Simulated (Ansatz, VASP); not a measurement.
# One calculation of CoSi, two programs

```
Co Si
1.0
     2.69789    0.00000    0.00000
     0.00000    2.69789    0.00000
     0.00000    0.00000    2.78133
Co Si
1 1
Cartesian
  0.0000 0.0000 0.0000
  1.3489 1.3489 1.3907
```

Change from the starting cell: strain -0.030 along x and y, +0.000 along z, atoms carried along.

Alike in both runs: task single point; functional PBE; k mesh 18 × 18 × 18; occupations gaussian, width 0.15 eV; collinear spin.

|  | VASP | Ansatz |
| --- | --- | --- |
| version | VASP 6.6.1 | Ansatz 0.2.0 |
| potentials or method | VASP PAW PBE potentials, release 64 (Co, Si) | scalar-relativistic, plane waves, PAW |
| plane-wave cutoff (eV) | 520 | 420 |
| valence electrons in the cell | 13 | 21 |

VASP gave:

* gap on the k mesh at the Fermi level (eV): none
* pressure (GPa): 15.0
* largest component of the traceless stress (GPa): 0.97
* net moment per atom (μB): 0.23
* size of the moment on the site where the two differ most (μB): 0.46

Task: Which values does Ansatz return?

Result: gap on the k mesh at the Fermi level (eV): none; pressure (GPa): 15.2; largest component of the traceless stress (GPa): 1.05; net moment per atom (μB): 0.24; size of the moment on the site where the two differ most (μB): 0.48.

Site moments also hang on the region over which each program counts them. A gap of «none» marks a metal or a gap that the smearing closes. With one functional, cell and mesh, what is left measures potentials, basis and numerics. The two sets of potentials don't hold the same shells in valence.

Caveats: so large a pressure means that the cell lies far from this level's equilibrium, or that cutoff or potentials fall short (VASP).
